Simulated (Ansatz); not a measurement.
# SiC: the cost of one run

Computed with Ansatz 0.2.0 (DFT PBE, scalar-relativistic, plane waves, PAW, unless a step's input says otherwise).

2 further runs of the same task are left out: 2 set aside as unsound or not needed.

### 1 Starting point

It takes space group P6_3mc (No. 186, hexagonal). The conventional cell has a = 3.092 Å, b = 3.092 Å, c = 5.074 Å, α = 90.00°, β = 90.00°, γ = 120.00°. Around Si (site symmetry 3m) lie 4 C at 1.89 to 1.91 Å. C (site symmetry 3m) is surrounded by 4 Si at 1.89 to 1.91 Å.

Structure file:

```
CELL_PARAMETERS angstrom
3.09177 0.00000 0.00000
-1.54588 2.67755 0.00000
0.00000 0.00000 5.07402
ATOMIC_POSITIONS crystal
Si 0.33333 0.66667 0.00456
Si 0.66667 0.33333 0.50456
C 0.33333 0.66667 0.38044
C 0.66667 0.33333 0.88044
```

It is the result of an earlier relaxation at this level (volume 10.50 Å³/atom; gap on the mesh: 2.31 eV).

### 2 Electronic structure at the relaxed geometry

File input.yaml:

```yaml
crystal:
  lattice:
    - [3.0917665516, 0.0, 0.0]
    - [-1.5458832758, 2.6775483763, 0.0]
    - [0.0, 0.0, 5.0740210439]
  atoms:
    - { symbol: Si, position: [0.3333333333, 0.6666666667, 0.004563512] }
    - { symbol: Si, position: [0.6666666667, 0.3333333333, 0.504563512] }
    - { symbol: C, position: [0.3333333333, 0.6666666667, 0.380436488] }
    - { symbol: C, position: [0.6666666667, 0.3333333333, 0.880436488] }
basis:
  ecutwfc: 420
kpoints:
  mp_grid: { grid: [12, 12, 6] }
  band_path:
    path:
      - [[0.0, 0.0, 0.0], [0.5, 0.0, 0.0], [0.33333333, 0.33333333, 0.0], [0.0, 0.0, 0.0], [0.0, 0.0, 0.5], [0.5, 0.0, 0.5], [0.33333333, 0.33333333, 0.5], [0.0, 0.0, 0.5]]
      - [[0.5, 0.0, 0.5], [0.5, 0.0, 0.0]]
      - [[0.33333333, 0.33333333, 0.5], [0.33333333, 0.33333333, 0.0]]
    npoints: 14
hamiltonian:
  xc: pbe
scf:
  occupations: { method: gaussian, width: 0.02 }
  n_extra_bands: 10
output:
  forces: true
  stress: true
  eigenvalues: true
  populations: true
  dos: { projected: true, de: 0.02, nscf_kmesh: { grid: [18, 18, 9] } }
  bader: true
  write_density: true
  write_potential: true
  elf: true
  volumetric_format: npy
```

Run with:

```bash
$ ansatz run input.yaml --threads 1 --pin off --max-ram 2560MiB --backend cpu --events-out ev --progress --plain --runs-dir out
```

What time and memory should one allow on 1 thread of Intel Xeon at 2.70GHz, shared host?

About 77 s, with a peak of 0.38 GiB.
